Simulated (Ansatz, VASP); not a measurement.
## One calculation of MgO, two programs

File INCAR:

```
SYSTEM = MgO
PREC     = Accurate       ! precision mode
ENCUT    = 520            ! plane-wave cutoff, eV
EDIFF    = 1E-7           ! SCF threshold, eV
ISMEAR   = -1             ! smearing method
SIGMA    = 0.05           ! smearing width, eV
LREAL    = .False.        ! projectors in reciprocal space
LASPH    = .True.         ! aspherical terms in the spheres
NELM     = 100            ! most SCF steps
ALGO     = Normal         ! electronic algorithm
ISIF     = 2              ! what is computed and relaxed
LWAVE    = .False.        ! write WAVECAR
LCHARG   = .False.        ! write CHGCAR
GGA      = PE             ! functional
NBANDS   = 11             ! bands
```

Contents of KPOINTS:

```
Automatic mesh
0
Gamma
  15 15 15
  0 0 0
```

The input POSCAR:

```
MgO
1.0
    0.0000000000      1.9871620568      1.9871620568
    1.9871620568      0.0000000000      1.9871620568
    1.9871620568      1.9871620568      0.0000000000
Mg O
1 1
Direct
    0.0000000000      0.0000000000      0.0000000000
    0.2500000000      0.2500000000      0.2500000000
```

Input for Ansatz:

```yaml
crystal:
  lattice:
    - [0.0, 1.9871620568, 1.9871620568]
    - [1.9871620568, 0.0, 1.9871620568]
    - [1.9871620568, 1.9871620568, 0.0]
  atoms:
    - { symbol: Mg, position: [0.0, 0.0, 0.0] }
    - { symbol: O, position: [0.25, 0.25, 0.25] }
kpoints:
  mp_grid: { grid: [15, 15, 15] }
scf:
  occupations: { method: fermi_dirac, width: 0.05 }
hamiltonian:
  xc: pbe
  pseudopotentials: { kind: all_electron, lapw: { basis_error: 0.001 } }
output:
  forces: true
  stress: true
  eigenvalues: true
  populations: true
```

Change from the starting cell: volume scaled by 0.64, LAPW.

Alike in both runs: task single point; functional PBE; k mesh 15 × 15 × 15; occupations fermi-dirac, width 0.05 eV; no spin polarisation.

|  | VASP | Ansatz |
| --- | --- | --- |
| version | VASP 6.6.1 | Ansatz 0.2.0 |
| potentials or method | VASP PAW PBE potentials, release 64 (Mg, O) | all-electron LAPW, scalar-relativistic |
| plane-wave cutoff (eV) | 520 | see its input |

```tsv
	VASP	Ansatz	Ansatz less VASP
gap on the k mesh at the Fermi level (eV)	6.51	6.51	-0.002
pressure (GPa)	128.5	124.8	-3.66
```

Ansatz ran all-electron here, so the differences hold the error of VASP's frozen core and of both bases.

Caveats: the cell as given lies far from equilibrium; so large a pressure means that the cell lies far from this level's equilibrium, or that cutoff or potentials fall short (VASP); an odd mesh through Γ misses points on the zone boundary, where band edges often lie.
